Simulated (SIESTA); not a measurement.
Crystal: SiC (Moissanite).

```
CELL_PARAMETERS angstrom
3.07600 0.00000 0.00000
-1.53800 2.66389 0.00000
0.00000 0.00000 5.04800
ATOMIC_POSITIONS crystal
Si 0.66667 0.33333 0.50000
Si 0.33333 0.66667 0.00000
C 0.66667 0.33333 0.88500
C 0.33333 0.66667 0.38500
```

Base run:

* Program: SIESTA 5.4.2
* Functional: vdW-DF-C09
* Potentials or basis: PseudoDojo 0.4 standard (PBE files)
* Basis: DZP (energy shift 0.003 Ry)
* Grid cutoff: 500 Ry
* Energy shift: 0.003 Ry
* k mesh: 10 × 10 × 5
* Occupations: fermi-dirac, width 0.05 eV
* Spin: no spin polarisation

Its results: band gap on the k mesh 2.36 eV, indirect (least direct gap 4.03 eV); pressure 5.3 GPa; largest force 0.849 eV/Å.

**Question.** After a change of settings the same cell gave: band gap on the k mesh 2.58 eV, indirect (least direct gap 4.21 eV); pressure 8.3 GPa; largest force 0.850 eV/Å. Which change was it?
A. functional from vdW-DF-C09 to vdW-DF-cx
B. functional from vdW-DF-C09 to PBE; basis from DZP (energy shift 0.003 Ry) to TZP (energy shift 0.003 Ry)
C. functional from vdW-DF-C09 to PBE
D. functional from vdW-DF-C09 to optB88-vdW

**Answer.** D.

Caveats: the potentials were made for another functional, which shifts forces and pressure; an odd mesh through Γ misses points on the zone boundary, where band edges often lie; the basis of atomic orbitals isn't converged, which shifts pressures, moduli and gaps.
